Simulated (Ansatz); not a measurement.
# Ge: a strain scan

Aim: for Ge, see how energy and stress answer to the strain pattern (0, 1, 0, 0, 0, 0).

Method: DFT PBEsol, scalar-relativistic, plane waves, PAW, in Ansatz 0.2.0.

2 further runs of the same task are left out: 2 set aside as unsound or not needed. Runs told in other sessions of the task aren't counted.

## 1. Starting point

Symmetry: I4_1/amd, No. 141, tetragonal system. Conventional cell: a = 5.126 Å, b = 5.126 Å, c = 2.793 Å, α = 90.00°, β = 90.00°, γ = 90.00°. Around Ge (site symmetry -4m2) lie 6 Ge at 2.66 to 2.79 Å.

Coordinates:

```
CELL_PARAMETERS angstrom
-2.56301 2.56301 1.39666
2.56301 -2.56301 1.39666
2.56301 2.56301 -1.39666
ATOMIC_POSITIONS crystal
Ge 0.25000 0.75000 0.50000
Ge 0.50000 0.50000 0.00000
```

It goes back to an entry of the Materials Project, which need not be the stable form.

It is the result of an earlier relaxation at this level (volume 18.35 Å³/atom; gap on the mesh: none (metal)).

## 2. Zero of energy

Reference values: F = -8506.6679 eV; pressure -0.04 GPa; largest force 0.000 eV/Å; gap on the mesh none (metal). It was computed beforehand with the settings of the runs below.

## 3. The scan: a strain scan

The cell is strained by ε times the Voigt pattern (0, 1, 0, 0, 0, 0) (xx, yy, zz, yz, xz, xy; engineering shear), with fractional coordinates fixed (clamped ions). The stress on the pattern is the sum of the stress components weighted by it, tension positive.

## 4. Point ε = -0.0600

Contents of input.yaml:

```yaml
crystal:
  lattice:
    - [-2.5630127536, 2.4092319884, 1.3966622747]
    - [2.5630127536, -2.4092319884, 1.3966622747]
    - [2.5630127536, 2.4092319884, -1.3966622747]
  atoms:
    - { symbol: Ge, position: [0.25, 0.75, 0.5] }
    - { symbol: Ge, position: [0.5, 0.5, 0.0] }
basis:
  ecutwfc: 420
kpoints:
  mp_grid: { grid: [24, 24, 24] }
hamiltonian:
  xc: pbesol
scf:
  occupations: { method: gaussian, width: 0.15 }
output:
  forces: true
  stress: true
  eigenvalues: true
```

Launch:

```sh
$ ansatz run input.yaml --threads 1 --pin off --max-ram 2560MiB --backend cpu --events-out ev --progress --plain --runs-dir out
```

Standard output (excerpt; [...] marks lines left out):

```text
Warning: RAYON_NUM_THREADS=1 ignored (pool sized by the plan → 1); use --threads N
[...]
Pseudopotentials: kind: paw
Pseudopotential: Ge, paw, valence charge 14, recommended cutoff 420 eV (normal), Ge.paw.azcp
Functional definition: PBEsol
[...]
Crystal: 2 atoms, lattice volume = 34.497 Å³
Basis set: ecut = 420 eV, 677 PW (Γ), exchange–correlation on 54×54×54 points (8 copies of the dense FFT grid, shifted against one another)
Bands: 18, of which v1, the nominal top of the filled ones, is band 14 counted from 1 (13 counted from 0)
Symmetry: 8 space group operations
Space group: Imma (ITA 74), of the structure as read, at distance tolerance 3.3e-5 Å
k-points: 1963 of 13824
[...]
SCF iter   1: F=—  HF=-8506.585027 eV  |F-HF|=—  |Δ(HF+E_count)|=         —  Δρ=2.38e-3  dr2=1.19e-3  ethr=1.77e-3  ⟨swp⟩=5.0  Hψ=144475  notcnv=0
[...]
SCF iter   6: F=-8506.583892 eV  HF=-8506.583892 eV  |F-HF|=9.60e-10  |Δ(HF+E_count)|=   3.14e-9  Δρ=2.26e-6  dr2=1.61e-9  ethr=9.65e-11  ⟨swp⟩=2.9  Hψ=112670  notcnv=0
[...]
SCF converged after 6 iterations
Free energy (F): -8506.583892 eV
[...]
E sigma→0 (E₀):  -8506.580134 eV
Entropy (-TS):   -0.007515 eV (-3.757 meV/atom)
Fermi energy:    12.185524 eV
[...]
--- Forces (eV/Å), atoms counted from 1 ---
  atom   1  Ge     0.00000000     0.00000000     0.24527742
  atom   2  Ge    -0.00000000     0.00000000    -0.24527742
[...]
--- Stress (GPa, compression-positive) ---
        0.797705       0.000000       0.000000
        0.000000      13.880799      -0.000000
        0.000000      -0.000000       4.236711
  P = ⅓ Tr σ = 6.3051 GPa (63.051 kbar)
--- Band table (eV; the first three rows and the last of 1963) ---
  k-point 0: bands = ["-12.6512", "-12.5544", "-12.5538", "-12.5194", "-12.4234", "-12.4115", "-12.4076", "-12.4055", "-12.3146", "-12.2327", "-1.7821", "8.8432", "9.3679", "10.2680", "15.4395", "19.3249", "20.2051", "20.4160"]
[...]
```

Wall time 30 s (1 thread of Intel Xeon 6975P-C (Granite Rapids), shared host); peak memory 1.2 GiB.

## 5. Point ε = 0.0450

Changes to input.yaml since step 4:

```diff
@@ -2,5 +2,5 @@
   lattice:
-    - [-2.5630127536, 2.4092319884, 1.3966622747]
-    - [2.5630127536, -2.4092319884, 1.3966622747]
-    - [2.5630127536, 2.4092319884, -1.3966622747]
+    - [-2.5630127536, 2.6783483275, 1.3966622747]
+    - [2.5630127536, -2.6783483275, 1.3966622747]
+    - [2.5630127536, 2.6783483275, -1.3966622747]
   atoms:
```

Launch:

```sh
$ ansatz run input.yaml --threads 1 --pin off --max-ram 2560MiB --backend cpu --events-out ev --progress --plain --runs-dir out
```

Standard output (excerpt; [...] marks lines left out):

```text
Warning: RAYON_NUM_THREADS=1 ignored (pool sized by the plan → 1); use --threads N
[...]
Pseudopotentials: kind: paw
Pseudopotential: Ge, paw, valence charge 14, recommended cutoff 420 eV (normal), Ge.paw.azcp
Functional definition: PBEsol
[...]
Crystal: 2 atoms, lattice volume = 38.350 Å³
Basis set: ecut = 420 eV, 761 PW (Γ), exchange–correlation on 54×54×54 points (8 copies of the dense FFT grid, shifted against one another)
Bands: 18, of which v1, the nominal top of the filled ones, is band 14 counted from 1 (13 counted from 0)
Symmetry: 8 space group operations
Space group: Imma (ITA 74), of the structure as read, at distance tolerance 3.4e-5 Å
k-points: 1963 of 13824
[...]
SCF iter   1: F=—  HF=-8506.631744 eV  |F-HF|=—  |Δ(HF+E_count)|=         —  Δρ=2.12e-3  dr2=1.20e-3  ethr=1.77e-3  ⟨swp⟩=5.0  Hψ=143816  notcnv=0
[...]
SCF iter   6: F=-8506.630630 eV  HF=-8506.630630 eV  |F-HF|=9.35e-10  |Δ(HF+E_count)|=   2.41e-8  Δρ=3.64e-6  dr2=2.88e-9  ethr=2.32e-10  ⟨swp⟩=3.2  Hψ=115388  notcnv=0
[...]
SCF converged after 6 iterations
Free energy (F): -8506.630630 eV
[...]
E sigma→0 (E₀):  -8506.625925 eV
Entropy (-TS):   -0.009409 eV (-4.704 meV/atom)
Fermi energy:    10.492306 eV
[...]
--- Forces (eV/Å), atoms counted from 1 ---
  atom   1  Ge     0.00000000     0.00000000    -0.08510668
  atom   2  Ge     0.00000000     0.00000000     0.08510668
[...]
--- Stress (GPa, compression-positive) ---
       -0.651009       0.000000       0.000000
        0.000000      -6.502316       0.000000
        0.000000       0.000000      -1.656736
  P = ⅓ Tr σ = -2.9367 GPa (-29.367 kbar)
--- Band table (eV; the first three rows and the last of 1963) ---
  k-point 0: bands = ["-14.1728", "-14.1394", "-14.1117", "-14.1021", "-14.0053", "-14.0031", "-13.9996", "-13.9982", "-13.9484", "-13.8880", "-2.5098", "6.1370", "7.9053", "8.5111", "13.7684", "16.8963", "18.5486", "18.6868"]
[...]
```

Run time: 33 s. Hardware: 1 thread of Intel Xeon 6975P-C (Granite Rapids), shared host; peak memory 1.3 GiB.

## 6. Point ε = -0.0300

Changes to input.yaml since step 5:

```diff
@@ -2,5 +2,5 @@
   lattice:
-    - [-2.5630127536, 2.6783483275, 1.3966622747]
-    - [2.5630127536, -2.6783483275, 1.3966622747]
-    - [2.5630127536, 2.6783483275, -1.3966622747]
+    - [-2.5630127536, 2.486122371, 1.3966622747]
+    - [2.5630127536, -2.486122371, 1.3966622747]
+    - [2.5630127536, 2.486122371, -1.3966622747]
   atoms:
```

Launch:

```sh
$ ansatz run input.yaml --threads 1 --pin off --max-ram 2560MiB --backend cpu --events-out ev --progress --plain --runs-dir out
```

Standard output (excerpt; [...] marks lines left out):

```text
[...]
SCF converged after 6 iterations
Free energy (F): -8506.650028 eV
[...]
E sigma→0 (E₀):  -8506.646024 eV
Entropy (-TS):   -0.008009 eV (-4.004 meV/atom)
Fermi energy:    11.661903 eV
[...]
--- Forces (eV/Å), atoms counted from 1 ---
  atom   1  Ge     0.00000000     0.00000000     0.09877486
  atom   2  Ge    -0.00000000    -0.00000000    -0.09877486
[...]
--- Stress (GPa, compression-positive) ---
        0.247778       0.000000       0.000000
        0.000000       5.828814       0.000000
        0.000000       0.000000       2.083728
  P = ⅓ Tr σ = 2.7201 GPa (27.201 kbar)
--- Band table (eV; the first three rows and the last of 1963) ---
  k-point 0: bands = ["-13.1026", "-13.0342", "-13.0174", "-12.9997", "-12.8977", "-12.8934", "-12.8873", "-12.8869", "-12.8099", "-12.7348", "-1.9946", "7.9894", "9.0920", "9.5285", "14.9056", "19.1021", "19.7753", "19.9850"]
[...]
```

It took 29 s on 1 thread of Intel Xeon 6975P-C (Granite Rapids), shared host; peak memory 1.2 GiB.

## 7. ε = 0.0150

Changes to input.yaml since step 6:

```diff
@@ -2,5 +2,5 @@
   lattice:
-    - [-2.5630127536, 2.486122371, 1.3966622747]
-    - [2.5630127536, -2.486122371, 1.3966622747]
-    - [2.5630127536, 2.486122371, -1.3966622747]
+    - [-2.5630127536, 2.6014579449, 1.3966622747]
+    - [2.5630127536, -2.6014579449, 1.3966622747]
+    - [2.5630127536, 2.6014579449, -1.3966622747]
   atoms:
```

Launch:

```sh
$ ansatz run input.yaml --threads 1 --pin off --max-ram 2560MiB --backend cpu --events-out ev --progress --plain --runs-dir out
```

Standard output (excerpt; [...] marks lines left out):

```text
Warning: RAYON_NUM_THREADS=1 ignored (pool sized by the plan → 1); use --threads N
[...]
Pseudopotentials: kind: paw
Pseudopotential: Ge, paw, valence charge 14, recommended cutoff 420 eV (normal), Ge.paw.azcp
Functional definition: PBEsol
[...]
Crystal: 2 atoms, lattice volume = 37.249 Å³
Basis set: ecut = 420 eV, 733 PW (Γ), exchange–correlation on 54×54×54 points (8 copies of the dense FFT grid, shifted against one another)
Bands: 18, of which v1, the nominal top of the filled ones, is band 14 counted from 1 (13 counted from 0)
Symmetry: 8 space group operations
Space group: Imma (ITA 74), of the structure as read, at distance tolerance 3.3e-5 Å
k-points: 1963 of 13824
[...]
SCF iter   1: F=—  HF=-8506.663908 eV  |F-HF|=—  |Δ(HF+E_count)|=         —  Δρ=2.25e-3  dr2=1.26e-3  ethr=1.77e-3  ⟨swp⟩=5.0  Hψ=143891  notcnv=0
[...]
SCF iter   6: F=-8506.662747 eV  HF=-8506.662747 eV  |F-HF|=7.64e-10  |Δ(HF+E_count)|=   3.15e-9  Δρ=2.62e-6  dr2=2.24e-9  ethr=1.43e-10  ⟨swp⟩=2.3  Hψ=121863  notcnv=0
[...]
SCF converged after 6 iterations
Free energy (F): -8506.662747 eV
[...]
E sigma→0 (E₀):  -8506.658431 eV
Entropy (-TS):   -0.008631 eV (-4.316 meV/atom)
Fermi energy:    10.942045 eV
[...]
--- Forces (eV/Å), atoms counted from 1 ---
  atom   1  Ge     0.00000000     0.00000000    -0.03528038
  atom   2  Ge    -0.00000000    -0.00000000     0.03528038
[...]
--- Stress (GPa, compression-positive) ---
       -0.518650       0.000000       0.000000
        0.000000      -2.648365      -0.000000
        0.000000      -0.000000      -0.286762
  P = ⅓ Tr σ = -1.1513 GPa (-11.513 kbar)
--- Band table (eV; the first three rows and the last of 1963) ---
  k-point 0: bands = ["-13.7555", "-13.7139", "-13.6823", "-13.6813", "-13.5765", "-13.5752", "-13.5697", "-13.5696", "-13.5098", "-13.4440", "-2.3059", "6.8334", "8.5190", "8.7276", "14.1930", "18.1942", "18.7696", "19.1242"]
[...]
```

Run time: 32 s. Hardware: 1 thread of Intel Xeon 6975P-C (Granite Rapids), shared host; peak memory 1.2 GiB.

## 8. ε = 0.0600

Changes to input.yaml since step 7:

```diff
@@ -2,5 +2,5 @@
   lattice:
-    - [-2.5630127536, 2.6014579449, 1.3966622747]
-    - [2.5630127536, -2.6014579449, 1.3966622747]
-    - [2.5630127536, 2.6014579449, -1.3966622747]
+    - [-2.5630127536, 2.7167935188, 1.3966622747]
+    - [2.5630127536, -2.7167935188, 1.3966622747]
+    - [2.5630127536, 2.7167935188, -1.3966622747]
   atoms:
```

Launch:

```sh
$ ansatz run input.yaml --threads 1 --pin off --max-ram 2560MiB --backend cpu --events-out ev --progress --plain --runs-dir out
```

Standard output (excerpt; [...] marks lines left out):

```text
Warning: RAYON_NUM_THREADS=1 ignored (pool sized by the plan → 1); use --threads N
[...]
Pseudopotentials: kind: paw
Pseudopotential: Ge, paw, valence charge 14, recommended cutoff 420 eV (normal), Ge.paw.azcp
Functional definition: PBEsol
[...]
Crystal: 2 atoms, lattice volume = 38.901 Å³
Basis set: ecut = 420 eV, 769 PW (Γ), exchange–correlation on 54×54×54 points (8 copies of the dense FFT grid, shifted against one another)
Bands: 18, of which v1, the nominal top of the filled ones, is band 14 counted from 1 (13 counted from 0)
Symmetry: 8 space group operations
Space group: Imma (ITA 74), of the structure as read, at distance tolerance 3.4e-5 Å
k-points: 1963 of 13824
[...]
SCF iter   1: F=—  HF=-8506.606821 eV  |F-HF|=—  |Δ(HF+E_count)|=         —  Δρ=2.05e-3  dr2=1.18e-3  ethr=1.77e-3  ⟨swp⟩=5.0  Hψ=143816  notcnv=0
[...]
SCF iter   6: F=-8506.605727 eV  HF=-8506.605727 eV  |F-HF|=5.25e-9  |Δ(HF+E_count)|=   7.42e-8  Δρ=5.07e-6  dr2=4.75e-9  ethr=3.57e-10  ⟨swp⟩=4.3  Hψ=117791  notcnv=0
[...]
SCF converged after 6 iterations
Free energy (F): -8506.605727 eV
[...]
E sigma→0 (E₀):  -8506.600878 eV
Entropy (-TS):   -0.009699 eV (-4.850 meV/atom)
Fermi energy:    10.280172 eV
[...]
--- Forces (eV/Å), atoms counted from 1 ---
  atom   1  Ge     0.00000000     0.00000000    -0.10075968
  atom   2  Ge     0.00000000     0.00000000     0.10075968
[...]
--- Stress (GPa, compression-positive) ---
       -0.746521       0.000000       0.000000
        0.000000      -7.943883       0.000000
        0.000000       0.000000      -2.289259
  P = ⅓ Tr σ = -3.6599 GPa (-36.599 kbar)
--- Band table (eV; the first three rows and the last of 1963) ---
  k-point 0: bands = ["-14.3762", "-14.3448", "-14.3195", "-14.3064", "-14.2126", "-14.2104", "-14.2077", "-14.2055", "-14.1601", "-14.1021", "-2.6110", "5.8086", "7.6143", "8.4096", "13.5694", "16.2841", "18.4382", "18.4659"]
[...]
```

It took 34 s on 1 thread of Intel Xeon 6975P-C (Granite Rapids), shared host; peak memory 1.3 GiB.

## 9. Results of the scan

All points in order; energies are free energies above the reference cell:

```csv
ε,ΔE (meV/atom),stress on the pattern (GPa),pressure (GPa)
-0.0600,42.0,-13.88,6.3
-0.0300,8.9,-5.83,2.7
0.0000,0.0,0.30,0.0
0.0150,2.6,2.65,-1.2
0.0450,18.6,6.50,-2.9
0.0600,31.1,7.94,-3.7
```

## 10. Outcome

```
                                                              quantity    value
slope of the stress at ε = 0, from the points at -0.0300, 0 and 0.0150  172 GPa
```

In words: From the stress slope, C22 is about 172 GPa with the ions clamped; letting the atoms relax could not make it stiffer. The step is wide, so higher orders mix in. No sampled point lies below the undisturbed cell. Compression costs more than tension: 42.0 against 31.1 meV/atom at the ends.
